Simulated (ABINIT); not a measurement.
Runs of ABINIT 10.8.3 (patched build) on Fe. Symmetry: Im-3m, No. 229, cubic system. Conventional cell: a = 2.886 Å, b = 2.886 Å, c = 2.886 Å, α = 90.00°, β = 90.00°, γ = 90.00°. Fe (site symmetry m-3m) is surrounded by 8 Fe at 2.50 Å. 

```tsv
task	level	potentials or basis	cutoff (eV)	smearing	fine-grid cutoff	gap on the mesh (eV)	pressure (GPa)	moment (μB)
single point	PBE	Ansatz PAW PBE default generated set, frozen core	419	cold-b (ABINIT) 0.1 eV	838.111 eV	none	-9.5	2.26
single point	PBE	Ansatz PAW PBE default generated set, frozen core	419	cold (ABINIT) 0.1 eV	838.111 eV	none	-9.5	2.25
band structure	WC	JTH PAW PBE v2.0	844	fermi-dirac 0.05 eV	1442.2 eV	none	-18.6	(a)
single point	PBE	Ansatz PAW PBE default generated set, frozen core	419	methfessel-paxton 0.1 eV	838.111 eV	none	-9.6	2.25
single point	PBE	Ansatz PAW PBE default generated set, frozen core	419	gaussian 0.1 eV	838.111 eV	none	-9.6	2.25
```

Alike in all rows: spin collinear, ferromagnetic start; cell as given; k mesh 13 × 13 × 13.

Fill in the values left out.

(a) 2.22.

Caveats: the atomic spheres overlap (some runs); the PAW data sets were made with another functional, which shifts forces and pressure a little (some runs).

A gap of «none» marks a metal or a gap under the smearing width.
